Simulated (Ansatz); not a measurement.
# Ti started on a Si site and a Si vacancy, 4.50 Å apart on the ideal sites in diamond Si, 63 atoms, charge −1

All numbers come from Ansatz (PAW, plane waves, no spin–orbit coupling) at the single k point (¼, ¼, ¼) without its symmetry partners. The atoms were relaxed with PBEsol in a fixed cell; other functionals are single points on those atoms unless said otherwise. The valence top and gap of the host come from its small cell on a dense mesh, with the band extrema sought between the mesh points, lined up by the mean potential, PBEsol gap 0.46 eV, r²SCAN gap 0.76 eV. The charge correction uses an assumed dielectric constant of 11.7.

Cell: a = 10.866 Å, b = 10.866 Å, c = 10.866 Å, α = 90.00°, β = 90.00°, γ = 90.00°.

Nearest atoms after relaxation, from the placed atom (for vacancies from the middle of the vacant sites): Si at 2.43 Å, Si at 2.44 Å, Si at 2.45 Å, Si at 2.72 Å, Si at 3.08 Å, Si at 3.10 Å, Si at 3.17 Å.

Chemical potentials μ are those of reference phases of the elements at zero temperature by the same functional (the usual solids, diamond for C, grey Sn, and the molecules H2, N2, O2, F2, Cl2, Br2 and S8).

```tsv
functional	E(defect) − E(host) − Σ nμ + q·E_VBM (eV)	monopole (eV)	alignment (eV)	formation energy at E_F = VBM (eV)	moment (μB)	wall time, shared host
PBEsol	5.54	0.16	-0.05	5.65	1.0	74 s on NVIDIA H100 (relaxation)
r²SCAN	6.33	0.16	-0.06	6.43	1.0	21 s on NVIDIA H100
```

Question: How does the monopole term follow by hand for this cubic cell?

Answer: q²·α·e²/(4πε₀)/(2εL) with the Madelung constant α = 2.837 and e²/4πε₀ = 14.40 eV·Å: 1 × 2.837 × 14.40 / (2 × 11.7 × 10.866) = 0.16 eV.

r²SCAN one-electron levels near the gap (the ten most localised at most), from the host's valence top, not corrected for the charge's images:

```
level (eV)  spin  filling  atoms sharing it  element of the atom with most weight
     -0.27  down     1.00              21.8                                spread
     -0.15    up     1.00              23.0                                spread
      0.33  down     0.00              12.2                                    Si
      0.47    up     0.00              13.9                                    Si
      0.50  down     0.00              14.5                                    Si
      0.91    up     0.00              54.6                                spread
      0.92  down     0.00              54.9                                spread
      0.95    up     0.00              18.0                                    Ti
      0.97  down     0.00              18.1                                    Ti
      1.00    up     0.00              54.0                                spread
```

One k point and a cell of this size can leave errors of several tenths of an eV in such numbers.
